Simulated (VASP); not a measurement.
A run of VASP 6.6.1 is set up as follows.

INCAR

```
PREC = Accurate ; ENCUT = 520
EDIFF = 1E-6 ; ISMEAR = 1
SIGMA = 0.0759 ; LREAL = False
LASPH = True ; NELM = 100
ALGO = Normal ; ISIF = 2
LWAVE = False ; LCHARG = False
GGA = PS ; NBANDS = 20
```

KPOINTS

```
Automatic mesh
0
Gamma
  6 6 6
```

File POSCAR:

```
CdF2
1.0
    0.0000000000      2.6821010000      2.6821010000
    2.6821010000      0.0000000000      2.6821010000
    2.6821010000      2.6821010000      0.0000000000
Cd F
1 2
Direct
    0.0000000000      0.0000000000      0.0000000000
    0.2500000000      0.2500000000      0.2500000000
    0.7500000000      0.7500000000      0.7500000000
```

Potentials or basis: VASP PAW PBE potentials, release 64 (Cd, F).

Launch:

```console
$ cat potpaw_PBE.64/Cd/POTCAR potpaw_PBE.64/F/POTCAR > POTCAR
$ mpirun -np 1 vasp_std > vasp.out
```

What does it give for the pressure?

2.1 GPa.

Estimate the band gap on the k mesh.

2.97 eV, indirect (least direct gap 3.42 eV).

Caveat: the PAW data sets were made with another functional, which shifts forces and pressure a little. A k mesh can miss the band edges.
